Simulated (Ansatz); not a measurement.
# Pb (Im-3m) in Ansatz: settings compared, part 2 of 3

Ansatz 0.2.0. The steps go on from the part before.

## 3. Relaxation of cell and atoms, HSEsol

input

```
crystal:
  lattice:
    - [-1.9796595667, 1.9796595667, 1.9796595667]
    - [1.9796595667, -1.9796595667, 1.9796595667]
    - [1.9796595667, 1.9796595667, -1.9796595667]
  atoms:
    - { symbol: Pb, position: [0.0, 0.0, 0.0] }
hamiltonian:
  xc:
    exchange: hjs_pbesol
    correlation: pbesol
    exx: { coeff: 0.25, omega: 0.207 }
  pseudopotentials: { kind: paw }
kpoints:
  mp_grid: { grid: [5, 5, 5] }
scf:
  occupations: { method: fermi_dirac, width: 0.05 }
output:
  forces: true
  stress: true
  eigenvalues: true
relax:
  f_tol: 0.01
  max_steps: 40
  cell: { stress_tol: 0.05 }
```

Potentials or basis: Ansatz PAW.

What it wrote:

```text
GPUs: using 1 of 1 available (devices: 1).
Engine: ansatz 0.2.0, x86_64-unknown-linux-gnu
Pseudopotentials: kind: paw
Pseudopotential: Pb, paw, valence charge 14, recommended cutoff 420 eV (normal), Pb.paw.azcp
Functional definition: unnamed
  parameter a_1 = 0.25
  parameter omega_1 = 0.207/angstrom
  exchange = pbe_x(mu = 0.12345679012345678) + (-a_1)*hjs_pbesol_x_sr(omega_1) + a_1*exact_x_sr(omega_1)
  correlation = pbe_c(beta = 0.046)
device memory: the entry about to start is reckoned to put 0.5 GiB on a device that reports 59.1 GiB free (of which the cap on the GPU budget leaves the run 18.0 GiB)
GPU FFT provider: cuFFT
GPU libraries: cuBLAS 13.8.2, cuFFT 12.4.0, cuSOLVER 12.3.4
Crystal: 1 atoms, lattice volume = 31.034 Å³
Basis set: ecut = 420 eV, 603 PW (Γ), exchange–correlation on 48×48×48 points (8 copies of the dense FFT grid, shifted against one another)
Bands: 11, of which v1, the nominal top of the filled ones, is band 7 counted from 1 (6 counted from 0)
Symmetry: 48 space group operations
Space group: Im-3m (ITA 229), of the structure as read, at distance tolerance 3.1e-5 Å
k-points: 10 of 125
Non-local potential: Pb, projectors of the file, l = 0: 2, l = 1: 2, l = 2: 2, l = 3: 2
PAW form: soft (Blöchl's): semilocal exchange-correlation on the pseudo side does not see the compensation charge
PAW frozen core: Pb, regenerated for the run's functional, and the local potential with it (the file was generated under x = pbe(κ = 0.804, μ = 0.2195149727645171), c = pbe(β = 0.06672455060314922))
PAW one-centre angular grid: Pb, 590 points (default); XC on 64 Gauss nodes
Initial density: superposition of atomic densities (neutral atoms: chi_scale 0, normalization atom), corrected by the library's trained network
Initial wavefunctions: pseudopotential atomic-orbital guess
GPU buffer pool allocated for 13824 grid points (all kernels)
GPU transforms: local potential and band sums: pruned to the plane-wave sphere, on 24×24×24
Functional: x = pbesol(κ = 0.804, μ = 0.12345679012345678), c = pbesol(β = 0.046), warm-up for x = hjs_pbesol + 0.25 (exact − hjs_pbesol) at short range (ω = 0.207 Å⁻¹), c = pbesol(β = 0.046)
SCF iter   1: F=—  HF=-11754.840968 eV  |F-HF|=—  |Δ(HF+E_count)|=         —  Δρ=2.73e-3  dr2=1.40e-3  ethr=1.77e-3  ⟨swp⟩=11.6  Hψ=538  notcnv=0
preconditioner: auto → Kerker (q_TF=auto, 2.389 Å⁻¹)  [metal: Δε(μ)=0.106 eV  Ē_g=19.963 eV  σ=0.050 eV  W_gap=0.44  n_scr=12 (ndim 8)  ℏωp=24.9 eV  f_vac=0.000  D(μ)=1.98/eV (n_scr^D=18)]
SCF iter   2: F=—  HF=-11754.841213 eV  |F-HF|=—  |Δ(HF+E_count)|=   2.44e-4  Δρ=1.70e-3  dr2=5.82e-4  ethr=9.99e-6  ⟨swp⟩=5.9  Hψ=317  notcnv=0  defer=7
iter 3 solved again at ethr=1.71e-7 eV; its pass at ethr=4.16e-6 eV (dr2=2.40e-5 eV) is discarded
SCF iter   3: F=—  HF=-11754.841162 eV  |F-HF|=—  |Δ(HF+E_count)|=   5.03e-5  Δρ=2.47e-4  dr2=2.40e-5  ethr=1.71e-7  ⟨swp⟩=3.2  Hψ=395  notcnv=0  defer=1
SCF iter   4: F=—  HF=-11754.841165 eV  |F-HF|=—  |Δ(HF+E_count)|=   2.67e-6  Δρ=9.47e-5  dr2=1.80e-6  ethr=1.71e-7  ⟨swp⟩=3.6  Hψ=202  notcnv=0  defer=1
SCF iter   5: F=—  HF=-11754.841166 eV  |F-HF|=—  |Δ(HF+E_count)|=   7.25e-7  Δρ=1.44e-5  dr2=5.90e-8  ethr=1.29e-8  ⟨swp⟩=4.1  Hψ=236  notcnv=0  defer=1
SCF iter   6: F=—  HF=-11754.841166 eV  |F-HF|=—  |Δ(HF+E_count)|=   8.07e-9  Δρ=2.56e-6  dr2=1.36e-9  ethr=4.22e-10  ⟨swp⟩=3.6  Hψ=254  notcnv=0  defer=1
SCF iter   7: F=—  HF=-11754.841166 eV  |F-HF|=—  |Δ(HF+E_count)|=  7.17e-10  Δρ=6.68e-7  dr2=9.38e-11  ethr=9.74e-12  ⟨swp⟩=4.7  Hψ=288  notcnv=0
SCF iter   8: F=-11754.841166 eV  HF=-11754.841166 eV  |F-HF|=1.82e-12  |Δ(HF+E_count)|=  3.82e-11  Δρ=7.20e-8  dr2=1.38e-12  ethr=1.00e-12  ⟨swp⟩=2.8  Hψ=198  notcnv=0
SCF 1 converged in 8 iterations: F = -11754.841166 eV  dr2 = 1.38e-12
device memory: the entry about to start is reckoned to put 1.2 GiB on a device that reports 57.9 GiB free (of which the cap on the GPU budget leaves the run 18.0 GiB)
GPU FFT provider: cuFFT
GPU libraries: cuBLAS 13.8.2, cuFFT 12.4.0, cuSOLVER 12.3.4
Initial density: handed on by an earlier stage of this run
Initial wavefunctions: those handed on with the density
[... 106 lines left out ...]
SCF 8 converged in 5 iterations: F = -11797.290587 eV  dr2 = 4.96e-12
hybrid outer 1: dexx = +6.128e-9 eV, tail = 2.49e-11 eV
GPU FFT provider: cuFFT
GPU libraries: cuBLAS 13.8.2, cuFFT 12.4.0, cuSOLVER 12.3.4
GPU buffer pool allocated for 13824 grid points (all kernels)
GPU transforms: local potential and band sums: pruned to the plane-wave sphere, on 24×24×24
Exchange kernel: α = 0.2500, screened, ω = 0.2070 Å⁻¹, Wigner–Seitz truncation, v(0) = 1045.6021 eV·Å³, q-mesh 5×5×5, nearest image of the exchange supercell L = 17.13 Å, pair-density grid 15×15×15, without the augmentation charges, whose exchange is taken in its separable form by FFT convolution over the k-point mesh (sized by the pseudopotential files, 20×20×20 at the most), smooth part of the exact exchange by density-matrix convolution in up to 907.4 MiB of GPU memory as planned if the GPU has room (build and FFT work areas not counted)
Frozen-core exchange: fock
SCF iter   1: F=—  HF=-11797.290587 eV  |F-HF|=—  |Δ(HF+E_count)|=         —  Δρ=1.56e-7  dr2=3.14e-12  ethr=1.00e-12  ⟨swp⟩=14.7  Hψ=592  notcnv=4
preconditioner: auto → none  [insulator: Δε(μ)=0.203 eV  Ē_g=22.030 eV  σ=0.050 eV  W_gap=0.73  n_scr=12 (ndim 8)  ℏωp=25.0 eV  f_vac=0.000  D(μ)=1.09/eV (n_scr^D=12)]
SCF iter   2: F=-11797.290587 eV  HF=-11797.290587 eV  |F-HF|=1.82e-12  |Δ(HF+E_count)|=  1.82e-12  Δρ=4.09e-8  dr2=1.68e-13  ethr=1.00e-12  ⟨swp⟩=2.0  Hψ=183  notcnv=0
SCF 9 converged in 2 iterations: F = -11797.290587 eV  dr2 = 1.68e-13
  Residual-converged pass: ⟨swp⟩=3.9  Hψ=282  notcnv=0  max |occ|·‖R‖ = 9.0e-9 eV (tolerance 1.0e-8 eV)  dr2=2.00e-13  dr2_onsite=8.86e-15  max |Δocc| = 1.2e-13
hybrid outer 2: dexx = +4.903e-13 eV, tail = 3.69e-13 eV, Δε = 2.47e-6 eV (about 2.60e-7 eV left of the loop's levels)
relax step   3: F+E_penalty+E_count = -11797.29058714 eV  Δ(F+E_penalty+E_count) = +1.734e-5 eV  max|allowed force component| = 0.000e0 eV/Å  Δτ_max = 0.0000 Å  P = +0.010 GPa  Ω = 30.929 Å³  stress off target by 9.65e-3 GPa  SCF on the basis re-selected at this cell (its energy is not comparable with the rows above)  (7 SCF iters)
basis re-selected at this cell: Δ(F+E_penalty+E_count) = +1.734e-5 eV, ΔP = -0.000 GPa vs the last step (what re-selecting the basis moved, of the pressure what is left beyond the Pulay correction that the steps carried, after the strain that the cell walked since its last selection, with what the two solves' SCF thresholds leave and, on support functions, any second-order correction that the steps lacked; it is no measure of the basis error at this ecutwfc). This SCF's stress stands 9.65e-3 GPa from its target on what of the cell is left free (relax.cell.stress_tol is 5.00e-2 GPa) and its largest allowed force component is 0.00e0 eV/Å (relax.f_tol is 1.00e-2 eV/Å): within both
hybrid SCF converged: 2 outer / 7 inner (+0 warm-up), last move |dexx| = 4.90e-13 eV, tail = 3.69e-13 eV
Stability not checked: this state was not tested for a lower state beside it, because the functional holds exact exchange (a hybrid, or Hartree-Fock), whose exchange loop this test does not read (fock_operator; see scf.lower_state_search)
Free energy (F): -11797.290587 eV
Frozen-core exchange: fock
Harris-Foulkes:  -11797.290587 eV  (|F-HF|=1.82e-12)
Internal energy: -11797.281031 eV  (E = F + TS)
E sigma→0 (E₀):  -11797.285809 eV
Entropy (-TS):   -0.009556 eV (-9.556 meV/atom)
Fermi energy:    10.651705 eV
--- Per-component energies (eV) ---
  E_band       = -64.138755
  E_kinetic    = 288.902464
  E_local      = -1031.256848  (includes V_loc(G=0)·N_el)
  E_nonlocal   = 351.693647
  E_hartree    = 409.684797
  E_xc         = -174.696110
  E_vxc        = -106.080451  (∫ρ·V_xc dr)
  E_exx        = -31.248147  (= α·E_x^exact, valence–valence)
  E_paw        = -10312.194845  (= ΣΔE_a)
  E_vpaw       = -324.270908  (= ΣTr[D̂ρ^β])
  E_aug_tail   = 0.000044  (compensation charges beyond the density's cutoff)
  E_ewald      = -1298.542922
  E_core_change = 0.376889  (= ΣΔE_core)
  E_smearing   = -0.009556  (= −TS)
  E_closure    = 0.000000  (closes the sum)
  Σ components = -11797.290587   (vs F -11797.290587, Δ=0.00e0)
--- Forces (eV/Å), atoms counted from 1 ---
  atom   1  Pb     0.00000000    -0.00000000     0.00000000
  max |Σ_I F_I| component: 5.26e-30 eV/Å
--- Stress (GPa, compression-positive) ---
        0.009653      -0.000000       0.000000
       -0.000000       0.009653       0.000000
       -0.000000      -0.000000       0.009653
  P = ⅓ Tr σ = 0.0097 GPa (0.097 kbar)
--- Band table (eV; the first three rows and the last of 10) ---
  k-point 0: bands = ["-8.4983", "-8.4983", "-8.4983", "-8.2592", "-8.2592", "-2.4665", "18.7057", "18.7057", "18.7057", "22.2500", "22.2500"]
  k-point 1: bands = ["-8.5279", "-8.4713", "-8.3681", "-8.2863", "-8.2629", "-1.5707", "13.3305", "16.6496", "17.6753", "19.9123", "20.9811"]
  k-point 2: bands = ["-8.5757", "-8.4906", "-8.2809", "-8.2682", "-8.1485", "0.9276", "7.3456", "14.5872", "16.3303", "18.6381", "20.0403"]
  k-point 9: bands = ["-8.5254", "-8.4993", "-8.1940", "-8.1940", "-8.1802", "3.7310", "9.8721", "10.5851", "10.5851", "15.6425", "17.6613"]
--- Relaxed structure (2 steps of the walk, 2 accepted, 1 SCFs on fresh bases) ---
  F+E_penalty+E_count = -11797.29058714 eV   max|allowed force component| = 0.000e0 eV/Å   (the final SCF, on the basis selected at the relaxed cell)
  cell:  # Å, volume = 30.9289 Å³
    - [-1.9774316733340984, 1.9774316733340984, 1.9774316733340984]
    - [1.9774316733340984, -1.9774316733340984, 1.9774316733340984]
    - [1.9774316733340984, 1.9774316733340984, -1.9774316733340984]
  atoms:
    - { symbol: Pb, position: [0.0, 0.0, 0.0] }
```

It took 29 s on 1 × NVIDIA H100 80GB HBM3 with 2 threads of AMD EPYC 7R13 (Zen 3), shared host; peak memory 1.5 GiB.

What came out:

```yaml
Free_energy: -11797.2906 eV
Relaxed_volume: 30.93 Å³/atom
Relaxed_cell: a = 3.425 Å, b = 3.425 Å, c = 3.425 Å, α = 109.47°, β = 109.47°, γ = 109.47°
Space_group_after_relaxing_to_0.05_Å: Im-3m (No. 229)
Energy_gained_by_relaxing: 0.0 meV/atom
Ionic_steps: 3
Pressure_after_relaxing: 0.0 GPa
Band_gap_on_the_k_mesh: none (metal or under the smearing width)
```

Final structure:
```yaml
crystal:
  lattice:
    - [-1.97743, 1.97743, 1.97743]
    - [1.97743, -1.97743, 1.97743]
    - [1.97743, 1.97743, -1.97743]
  atoms:
    - { symbol: Pb, position: [0.00000, 0.00000, 0.00000] }
```

Caveat: the k mesh is coarse (spacing up to 0.45 Å⁻¹), so the values aren't converged, least of all with exact exchange; the plane-wave basis is chosen anew once the cell has moved, so the energies of steps on either side of that aren't comparable; the PAW data sets come from PBE, with cores solved anew for the run's functional, which leaves a small shift of forces and pressure. Spin-orbit coupling is left out, which matters for the levels of Pb.

## 4. Single point, r2SCAN0

input, as its differences from that of step 3:

```diff
@@ -8,6 +8,3 @@
 hamiltonian:
-  xc:
-    exchange: hjs_pbesol
-    correlation: pbesol
-    exx: { coeff: 0.25, omega: 0.207 }
+  xc: r2scan0
   pseudopotentials: { kind: paw }
@@ -21,5 +18 @@
   eigenvalues: true
-relax:
-  f_tol: 0.01
-  max_steps: 40
-  cell: { stress_tol: 0.05 }
```

Wall time 17 s (1 × NVIDIA H100 80GB HBM3 with 2 threads of AMD EPYC 7R13 (Zen 3), shared host); peak memory 1.5 GiB.

Results (log left out):

* Free energy: -11918.1646 eV
* Pressure: 1.0 GPa
* Band gap on the k mesh: none (metal or under the smearing width)

Levels at points of the mesh, in eV from the Fermi level:
| k point | band 4 | band 5 | band 6 | band 7 | band 8 | band 9 | band 10 | band 11 |
| --- | --- | --- | --- | --- | --- | --- | --- | --- |
| (0.00, 0.00, 0.00) | -19.56 | -19.56 | -13.64 | 8.90 | 8.90 | 8.90 | 12.77 | 12.77 |

Caveat: the k mesh is coarse (spacing up to 0.45 Å⁻¹), so the values aren't converged, least of all with exact exchange; the PAW data sets come from PBE, with cores solved anew for the run's functional, which leaves a small shift of forces and pressure; the thresholds are loose for stress. Spin-orbit coupling is left out, which matters for the levels of Pb.

## 5. Single point, r2SCANh

input, as its differences from that of step 4:

```diff
@@ -8,3 +8,3 @@
 hamiltonian:
-  xc: r2scan0
+  xc: r2scanh
   pseudopotentials: { kind: paw }
@@ -18 +18,5 @@
   eigenvalues: true
+  write_density: true
+  write_potential: true
+  elf: true
+  volumetric_format: npy
```

It took 17 s on 1 × NVIDIA H100 80GB HBM3 with 2 threads of AMD EPYC 7R13 (Zen 3), shared host; peak memory 1.5 GiB.

The run converged. Its results:

- Free energy: -11919.7184 eV
- Pressure: 1.4 GPa
- Band gap on the k mesh: none (metal or under the smearing width)

Levels at points of the mesh, in eV from the Fermi level:
| k point | band 4 | band 5 | band 6 | band 7 | band 8 | band 9 | band 10 | band 11 |
| --- | --- | --- | --- | --- | --- | --- | --- | --- |
| (0.00, 0.00, 0.00) | -18.45 | -18.45 | -12.83 | 8.09 | 8.09 | 8.09 | 12.06 | 12.06 |

Caveat: the k mesh is coarse (spacing up to 0.45 Å⁻¹), so the values aren't converged, least of all with exact exchange; the PAW data sets come from PBE, with cores solved anew for the run's functional, which leaves a small shift of forces and pressure; the thresholds are loose for stress. The run has no spin-orbit coupling, so splittings on Pb are missing.

[end of part 2 of 3]
